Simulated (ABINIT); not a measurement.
Runs of ABINIT 10.8.3 (patched build) on BAs. It takes space group F-43m (No. 216, cubic). The conventional cell has a = 4.777 Å, b = 4.777 Å, c = 4.777 Å, α = 90.00°, β = 90.00°, γ = 90.00°. Around As (site symmetry -43m) lie 4 B at 2.07 Å. B (site symmetry -43m) is surrounded by 4 As at 2.07 Å. 

```tsv
task	level	potentials or basis	k mesh	smearing	share of exact exchange	most SCF steps	thinning of the exchange mesh (fockdownsampling)	fine-grid cutoff	gap on the mesh (eV)	pressure (GPa)
single point	PBE0	SG15 NC PBE v1.2	6 × 6 × 6	fermi-dirac 0.05 eV	0.5	60	2 × 2 × 2	-	4.45	-
single point	PBE0	SG15 NC PBE v1.2	6 × 6 × 6	fermi-dirac 0.05 eV	0.15	60	2 × 2 × 2	-	2.22	-
single point	HSE06	SG15 NC PBE v1.2	6 × 6 × 6	fixed	-	60	-	-	1.95	0.1
single point	PBE0	SG15 NC PBE v1.2	6 × 6 × 6	fermi-dirac 0.05 eV	0.25	60	2 × 2 × 2	-	(c)	-
single point	PBE0	SG15 NC PBE v1.2	6 × 6 × 6	fermi-dirac 0.05 eV	0.05	60	2 × 2 × 2	-	(b)	-
single point	PBE	SG15 NC PBE v1.2	6 × 6 × 6	fixed	-	-	-	-	1.29	2.1
single point	PBE0	SG15 NC PBE v1.2	6 × 6 × 6	fermi-dirac 0.05 eV	0.35	60	2 × 2 × 2	-	(a)	-
```

Alike in all rows: no spin polarisation; cell as given; cutoff (eV) 490.

Task: Estimate the missing entries.

Result: (a) 3.48; (b) 1.60; (c) 2.85.

Caveats: the potentials were made for another functional, which shifts forces and pressure (some runs); exact exchange is summed on a coarse mesh, which widens gaps by tenths of an eV (some runs); Libxc's HSE differs a little from that of other programs (some runs).

A k mesh can miss the band edges, and the runs leave out spin-orbit coupling on As.
